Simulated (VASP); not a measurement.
Crystal: InPd.

```
In Pd
1.0
     0.00000    2.74607    2.74607
     2.74607    0.00000    2.74607
     2.74607    2.74607    0.00000
In Pd
1 1
Direct
  0.00000 0.00000 0.00000
  0.50000 0.50000 0.50000
```

The cell was built by a generator and needn't be a form met in nature.

```yaml
Program: VASP 6.6.1
Task: relaxation of cell and atoms
Functional: LDA
Potentials_or_basis: VASP PAW LDA potentials, release 64 (In_d, Pd)
Cutoff: 600 eV
k_mesh: 8 × 8 × 8
Occupations: fermi-dirac, width 0.05 eV
Spin: no spin polarisation
```

At the start: pressure -7.9 GPa; volume 20.71 Å³/atom.

Task: How do energy, volume and symmetry change on relaxing?

Result: Over 6 steps the energy falls by 45.6 meV/atom and the volume is 19.01 Å³/atom (-8.2 %); space group Fm-3m (No. 225, to 0.05 Å).

Step by step:
| step | energy change (eV) | largest force (eV/Å) | pressure (GPa) | volume (Å³) |
| --- | --- | --- | --- | --- |
| 1 | 0.0000 | 0.0000 | -7.88 | 41.42 |
| 2 | -0.0279 | 0.0000 | 8.95 | 35.61 |
| 3 | -0.0911 | 0.0000 | -0.07 | 38.05 |
| 4 | -0.0911 | 0.0000 | 0.18 | 37.99 |
| 5 | -0.0911 | 0.0000 | -0.20 | 38.09 |
| 6 | -0.0911 | 0.0000 | 0.01 | 38.03 |

Final structure:
```xyz
2
Lattice="0.0000 2.6690 2.6690 2.6690 0.0000 2.6690 2.6690 2.6690 0.0000" Properties=species:S:1:pos:R:3 pbc="T T T"
In    0.0000    2.6690    2.6690
Pd    2.6690    2.6690    2.6690
```
